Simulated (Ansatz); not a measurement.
A run of Ansatz 0.2.0 is set up as follows.

File input.yaml:

```yaml
crystal:
  lattice:
    - [0.0, 3.0, 3.0]
    - [3.0, 0.0, 3.0]
    - [3.0, 3.0, 0.0]
  atoms:
    - { symbol: Au, position: [-0.009348, -0.009152, 0.01134] }
    - { symbol: Al, position: [0.731025, 0.75675, 0.763139] }
    - { symbol: Al, position: [0.241721, 0.25162, 0.259949] }
hamiltonian:
  xc: pbe
  pseudopotentials: { kind: paw }
kpoints:
  mp_grid: { grid: [8, 8, 8] }
scf:
  occupations: { method: fermi_dirac, width: 0.05 }
output:
  forces: true
  stress: true
  eigenvalues: true
```

Potentials or basis: Ansatz PAW.

The run is started by

```console
$ ansatz run input.yaml --threads 2 --pin off --max-ram 5120MiB --backend cpu --events-out ev --progress --plain --runs-dir out
```

Question: Predict the band gap on the k mesh.

Answer: None (metal or under the smearing width).

Question: Predict the pressure.

Answer: 3.4 GPa.

Question: Estimate the largest force.

Answer: 0.411 eV/Å.

Stress tensor (GPa, compression positive):
```
 3.41 -0.41 -0.39
-0.41  3.48  0.51
-0.39  0.51  3.45
```

The run has no spin-orbit coupling, so splittings on Au are missing.
